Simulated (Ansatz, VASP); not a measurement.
# Si24H5Cl3 in two plane-wave programs, part 2 of 2

Wanted: the spread between two codes on one cell, functional and k mesh. The cell is taken from a series of runs on this material, whose earlier steps may have relaxed, scaled, displaced or heated it; both programs get it as it stands.

VASP 6.6.1 and Ansatz 0.2.0.

So far: Set-up; VASP: single point, PBE; Ansatz: single point, PBE.

**4. Side by side**

Known differences besides the potentials themselves: the cutoff is 420 eV in Ansatz and 400 eV in VASP (PREC = Accurate, projectors in real space). Total energies have different zeros and are not compared.

Both answers:

```csv
quantity,Ansatz,VASP,difference
gap on the k mesh (eV),1.067,1.068,-0.001
```

Forces on 10 of the 32 atoms, those with the largest forces and the largest differences (eV/Å; atoms numbered as in POSCAR):

```csv
atom,"Ansatz x, y, z","VASP x, y, z"
Cl1,"-0.001, -0.001, -0.001","-0.001, -0.001, -0.041"
Cl2,"0.001, -0.001, -0.001","0.001, -0.001, -0.041"
Cl3,"0.000, 0.002, -0.001","0.000, 0.002, -0.041"
H5,"0.000, 0.000, -0.772","0.000, 0.000, -0.770"
H7,"0.000, 0.000, -0.772","0.000, 0.000, -0.770"
H8,"0.000, 0.000, -0.773","0.000, 0.000, -0.770"
Si29,"-0.002, -0.001, 0.850","-0.002, -0.001, 0.848"
Si30,"0.002, -0.001, 0.850","0.002, -0.001, 0.848"
Si31,"0.000, 0.002, 0.850","0.000, 0.002, 0.848"
Si32,"0.000, 0.000, 0.845","0.000, 0.000, 0.843"
```

The forces differ by 10.0 meV/Å r.m.s., which is 4.2 % of the r.m.s. force of 0.234 eV/Å (both taken over all components). A gap on the mesh is an upper bound, since the band edges may lie between its points. With vacuum in the cell, a pressure given here is an average over mostly empty space and none of the material.

**5. Summary of results**

```
r.m.s. force difference (single point, PBE) : 4.2 % of the r.m.s. force
```

What this shows: The r.m.s. force difference is 4.2 % of the r.m.s. force (single point, PBE), beyond the 3 % picked in this series as the mark of a large difference. Such differences can come from data sets, numerical settings and the points named under the comparisons, not from the functional's error against experiment.

[Lines on the potential files, build, host, timing and source positions are cut from VASP's logs without a mark.]

[Logs are printed without paths, hosts, clocks, repeated set-up lines and the standing remarks that a program may print on its own settings, such as how far it seeks lower states.]

[Hosts, paths, dates, database ids (printed as entryN), source tags and the programs' standing remarks are cut or masked in the printed files.]
